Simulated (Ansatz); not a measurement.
# C: the cost of one run

Computed with Ansatz 0.2.0 (DFT PBE+D3(BJ), scalar-relativistic, plane waves, PAW, unless a step's input says otherwise).

2 further runs of the same task are left out: 2 set aside as unsound or not needed.

**1. The structure to begin with**

Symmetry: P6/mmm, No. 191, hexagonal system. Conventional cell: a = 2.466 Å, b = 2.466 Å, c = 28.000 Å, α = 90.00°, β = 90.00°, γ = 120.00°. C (site symmetry -6m2) has 3 C at 1.42 Å as nearest neighbours.

Structure file:

```xyz
2
Lattice="2.4657 0.0000 0.0000 -1.2329 2.1354 0.0000 0.0000 0.0000 28.0000" Properties=species:S:1:pos:R:3 pbc="T T T"
C     0.0000    1.4236   14.0000
C     1.2329    0.7118   14.0000
```

This sheet was relaxed beforehand with the same method; its gap on the mesh is none (metal).

**4. Setting up the map**

Atoms count from 1 in the order of the input.

The upper layer of a bilayer is slid over the lower one; relaxed at each slide: nothing; the origin of the map has C3 above C1; the distance between the facing planes is held at 3.61 Å.

The axes are (1) slide of the upper layer along the first cell vector, from C3 above C1: 6 values from 0.000 to 0.833, periodic; (2) slide of the upper layer along the second cell vector, from C3 above C1: 6 values from 0.000 to 0.833, periodic.

Nothing else is relaxed. Points are written as (first, second).

The two vectors of the plane (Å): (2.466, 0.000, 0.000); (-1.233, 2.135, 0.000).

(The set-up runs are not shown.)

**5. The run at (0/6, 0/6) of the map's two axes**

Input file input.yaml:

```yaml
crystal:
  lattice:
    - [2.4657005716, 0.0, 0.0]
    - [-1.2328502858, 2.1353593332, 0.0]
    - [0.0, 0.0, 17.5]
  atoms:
    - { symbol: C, position: [0.3333333333, 0.6666666667, 0.2571428571] }
    - { symbol: C, position: [0.6666666667, 0.3333333333, 0.2571428571] }
    - { symbol: C, position: [0.3333333333, 0.6666666667, 0.4634285714] }
    - { symbol: C, position: [0.6666666667, 0.3333333333, 0.4634285714] }
basis:
  ecutwfc: 420
kpoints:
  mp_grid: { grid: [15, 15, 1] }
hamiltonian:
  xc: pbe
  pseudopotentials: { kind: paw, azcp: { folder: soft_1 } }
  dispersion: d3bj
scf:
  occupations: { method: gaussian, width: 0.1 }
output:
  forces: true
  eigenvalues: true
efield:
  axis: 3
  dipole_correction: true
  ramp_width: 0.04
```

Started as:

```bash
$ ansatz run input.yaml --threads 1 --pin off --max-ram 3072MiB --backend cpu --events-out ev --progress --plain --runs-dir out
```

**Question.** How long does this run take on 1 thread of AMD EPYC 9R45 (Zen 5), shared host, and how much memory does it need?

About 1.3 s, with a peak of 0.35 GiB.
